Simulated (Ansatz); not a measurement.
# LaAlO3: pressure −2 GPa

Take LaAlO3 (space group R-3c, No. 167; a = 5.368 Å, c = 13.110 Å (hexagonal axes)) as the base.

One thing is altered: a negative pressure, −2 GPa.

Method: Ansatz (a program for electronic structure), r2SCAN, PAW, cutoff 500 eV, no spin-orbit coupling. Γ-centred 8×8×8 mesh, Fermi–Dirac width 0.05 eV.

```tsv
quantity	base	changed	shift
volume per atom	10.91 Å³	11.02 Å³	+0.11 Å³
density	6.51 g/cm³	6.45 g/cm³	-0.066 g/cm³
lattice parameter a	5.368 Å	5.387 Å	+0.019 Å
c/a ratio	2.442	2.442	-0.0005
shortest interatomic distance	1.903 Å	1.910 Å	+0.007 Å
enthalpy H = E + PV relative to the base's energy	–	-0.14 eV/atom	–
band gap	4.39 eV	4.40 eV	+0.01 eV
gap character	indirect, F → Γ	indirect, F → Γ	–
width of the top valence band	0.52 eV	0.52 eV	-0.008 eV
```

Final structure:

```
CELL_PARAMETERS angstrom
      2.69339     1.55503     4.38424
     -2.69339     1.55503     4.38424
      0.00000    -3.11006     4.38424
ATOMIC_POSITIONS crystal
  La 0.25000 0.25000 0.25000
  La 0.75000 0.75000 0.75000
  Al 0.00000 0.00000 0.00000
  Al 0.50000 0.50000 0.50000
  O  0.78139 0.71861 0.25000
  O  0.25000 0.78139 0.71861
  O  0.71861 0.25000 0.78139
  O  0.21861 0.28139 0.75000
  O  0.75000 0.21861 0.28139
  O  0.28139 0.75000 0.21861
```

Load acts through the strain it causes; cell and atoms are relaxed under it. Stability against distortions was not tested.
